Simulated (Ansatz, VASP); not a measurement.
This is a calculation of I for Ansatz 0.2.0.

input.yaml

```yaml
crystal:
  lattice:
    - [2.4865290481, -3.630958298, 0.0]
    - [2.4865290481, 3.630958298, 0.0]
    - [-1.5877864743, 0.0, 2.3324903252]
  atoms:
    - { symbol: I, position: [0.5, 0.5, 0.5] }
hamiltonian:
  xc: pbe
  pseudopotentials: { kind: paw }
kpoints:
  mp_grid: { grid: [7, 7, 11] }
scf:
  occupations: { method: fermi_dirac, width: 0.05 }
output:
  forces: true
  stress: true
  eigenvalues: true
```

Potentials or basis: Ansatz PAW.

Launch:

```sh
$ ansatz run input.yaml --threads 2 --pin off --max-ram 5120MiB --backend cpu --events-out ev --progress --plain --runs-dir out
```

Q: Set up the same calculation for VASP 6.6.1. Potentials there: VASP PAW PBE potentials, release 64 (I).

A: As run (the cutoff follows the program's own potentials):

File INCAR:

```
ALGO = Normal
EDIFF = 1E-7
ENCUT = 520
GGA = PE
ISIF = 2
ISMEAR = -1
LASPH = True
LCHARG = False
LREAL = False
LWAVE = False
NBANDS = 10
NELM = 60
PREC = Accurate
SIGMA = 0.05
```

KPOINTS

```
k-points
0
Gamma
  7 7 11
```

The input POSCAR:

```
I
1.0
    2.4865290481     -3.6309582980      0.0000000000
    2.4865290481      3.6309582980      0.0000000000
   -1.5877864743      0.0000000000      2.3324903252
I
1
Direct
    0.5000000000      0.5000000000      0.5000000000
```

Potentials or basis: VASP PAW PBE potentials, release 64 (I).

Run with:

```sh
$ cat potpaw_PBE.64/I/POTCAR > POTCAR
$ mpirun -np 1 vasp_std > vasp.out
```

Both were run:

|  | VASP | Ansatz | Ansatz less VASP |
| --- | --- | --- | --- |
| gap on the k mesh at the Fermi level (eV) | none | none | - |
| pressure (GPa) | 2.8 | 2.9 | +0.07 |
| largest component of the traceless stress (GPa) | 2.48 | 2.60 | +0.114 |

A gap of «none» marks a metal or a gap that the smearing closes. With one functional, cell and mesh, what is left measures potentials, basis and numerics. The two sets of potentials don't hold the same shells in valence.

Caveats: an odd number of electrons without spin polarisation forces a metal; a magnetic or distorted state may lie lower. The runs have no spin-orbit coupling, so splittings on I are missing.
